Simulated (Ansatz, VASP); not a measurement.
# One calculation of KBr, two programs

```
Br K
1.0
     0.00000    3.34343    3.34343
     3.34343    0.00000    3.34343
     3.34343    3.34343    0.00000
Br K
1 1
Cartesian
  3.3434 3.3434 3.3434
  0.0000 0.0000 0.0000
```

Change from the starting cell: volume scaled by 1.04.

Alike in both runs: task single point; functional PBE; k mesh 7 × 7 × 7; occupations fermi-dirac, width 0.05 eV; no spin polarisation.

```csv
,VASP,Ansatz
version,VASP 6.6.1,Ansatz 0.2.0
potentials or method,"VASP PAW PBE potentials, release 64 (Br, K_sv)",Ansatz PAW
plane-wave cutoff (eV),520,420
valence electrons in the cell,16,16
```

|  | VASP | Ansatz | Ansatz less VASP |
| --- | --- | --- | --- |
| gap on the k mesh at the Fermi level (eV) | 4.33 | 4.33 | +0.001 |
| least direct gap on the mesh (eV) | 4.33 | 4.33 | +0.001 |
| pressure (GPa) | 0.1 | 0.1 | -0.03 |

With one functional, cell and mesh, what is left measures potentials, basis and numerics.

Caveats: an odd mesh through Γ misses points on the zone boundary, where band edges often lie (VASP); odd divisions of the mesh miss points on the zone boundary, where band edges often lie, so the gap on the mesh can be too wide (Ansatz).
